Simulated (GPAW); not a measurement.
Crystal: BaTiO3 (Barioperovskite).

```
Ba Ti O
1.0
     3.98550    0.00000    0.00000
     0.00000    2.83690    2.84515
     0.00000   -2.83690    2.84515
Ba Ti O
1 1 3
Direct
  0.00000 0.00000 0.00000
  0.50000 0.51240 0.51240
  0.50000 0.99184 0.50524
  0.50000 0.50524 0.99184
  0.00000 0.48740 0.48740
```

Base run:

| Item | Value |
| --- | --- |
| Program | GPAW 26.7.0 |
| Functional | PBE |
| Potentials or basis | GPAW PAW data sets (gpaw-data 1.2.1) |
| Cutoff | 800 eV |
| Basis | pw |
| k mesh | 5 × 5 × 5 |
| Occupations | fermi-dirac, width 0.05 eV |
| Spin | no spin polarisation |

Its results: band gap on the k mesh 2.02 eV, indirect (least direct gap 2.08 eV); pressure 3.6 GPa; largest force 0.252 eV/Å.

Question: The run is repeated on the same cell with these changes: functional from PBE to LDA; potentials or basis from GPAW PAW data sets (gpaw-data 1.2.1) to the program's PAW data sets (release 1.2.1) made for this functional. What comes out?

Answer: Band gap on the k mesh 1.93 eV, indirect (least direct gap 1.99 eV); pressure -7.3 GPa; largest force 0.312 eV/Å.

Caveats: spin-orbit coupling is left out, which moves the levels of the heavy elements; the mesh misses the band edges, which the band path finds closer together.
